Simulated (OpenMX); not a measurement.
Set up this calculation in OpenMX 3.8.5, as the native input.

- Task: band structure
- Functional: PBE
- Potentials or basis: OpenMX 2013 PBE set, Zr7.0-s3p2d2, grid cutoff 400 Ry
- k mesh: 7 × 7 × 5
- Occupations: fermi-dirac, width 0.05 eV
- Spin: non-collinear spin, zero start, spin-orbit coupling
- Starting moments: [[0.0, 0.0, 0.0], [0.0, 0.0, 0.0]] μB
- Mixing scheme: rmm-diisk
- SCF threshold: 1e-07 Ha
- Solver: band
- Max SCF cycles: 100

Crystal: Zr.

```xyz
2
Lattice="3.2320 0.0000 0.0000 -1.6160 2.7990 0.0000 0.0000 0.0000 5.1470" Properties=species:S:1:pos:R:3 pbc="T T T"
Zr    1.6160    0.9330    3.8603
Zr    0.0000    1.8660    1.2868
```

These files were run (other wordings do the same):

Zr.dat

```
System.CurrrentDirectory             ./
System.Name                          Zr
DATA.PATH                            ./DFT_DATA13
level.of.stdout                      1
level.of.fileout                     0
Species.Number                       1
<Definition.of.Atomic.Species
  Zr  Zr7.0-s3p2d2           Zr_PBE13
Definition.of.Atomic.Species>

Atoms.Number                         2
Atoms.SpeciesAndCoordinates.Unit     FRAC
<Atoms.SpeciesAndCoordinates
    1  Zr    0.6666666667    0.3333333333    0.7500000000   6.000  6.000     0.00    0.00    0.00    0.00  0  off
    2  Zr    0.3333333333    0.6666666667    0.2500000000   6.000  6.000     0.00    0.00    0.00    0.00  0  off
Atoms.SpeciesAndCoordinates>

Atoms.UnitVectors.Unit               Ang
<Atoms.UnitVectors
     3.2320000000    0.0000000000    0.0000000000
    -1.6160000000    2.7989941050    0.0000000000
     0.0000000000    0.0000000000    5.1470000000
Atoms.UnitVectors>

scf.XcType                           GGA-PBE
scf.SpinPolarization                 nc
scf.SpinOrbit.Coupling               on
scf.ElectronicTemperature            580.226
scf.energycutoff                     400.0
scf.maxIter                          100
scf.EigenvalueSolver                 band
scf.Kgrid                            7 7 5
scf.Mixing.Type                      rmm-diisk
scf.Init.Mixing.Weight               0.05
scf.Min.Mixing.Weight                0.001
scf.Max.Mixing.Weight                0.3
scf.Mixing.History                   25
scf.Mixing.StartPulay                8
scf.criterion                        1.0e-7
MD.Type                              nomd
Band.dispersion                      on
Band.Nkpath                          9
<Band.kpath
    8   0.000000  0.000000  0.000000    0.500000  0.000000  0.000000  G M
    5   0.500000  0.000000  0.000000    0.333333  0.333333  0.000000  M K
   10   0.333333  0.333333  0.000000    0.000000  0.000000  0.000000  K G
    5   0.000000  0.000000  0.000000    0.000000  0.000000  0.500000  G A
    8   0.000000  0.000000  0.500000    0.500000  0.000000  0.500000  A L
    5   0.500000  0.000000  0.500000    0.333333  0.333333  0.500000  L H
   10   0.333333  0.333333  0.500000    0.000000  0.000000  0.500000  H A
    5   0.500000  0.000000  0.500000    0.500000  0.000000  0.000000  L M
    5   0.333333  0.333333  0.000000    0.333333  0.333333  0.500000  K H
Band.kpath>
```

Potentials or basis: OpenMX 2013 PBE set, Zr7.0-s3p2d2, grid cutoff 400 Ry.

Launch:

```console
$ openmx Zr.dat -nt 1 > Zr.std
```

It gave:

```yaml
Largest_force: 0.007 eV/Å
Band_gap_along_the_path: none (metal or under the smearing width)
Net_moment: 0.00 μB per cell
```

Caveat: total energies with and without spin-orbit coupling shouldn't be compared in this program; the basis of atomic orbitals isn't converged, which shifts pressures, moduli and gaps.

Run time: 4.4 min on 1 thread of Intel(R) Xeon(R) Platinum 8259CL CPU @ 2.50GHz (Skylake/Cascade Lake) (shared host), peak memory 0.88 GiB.
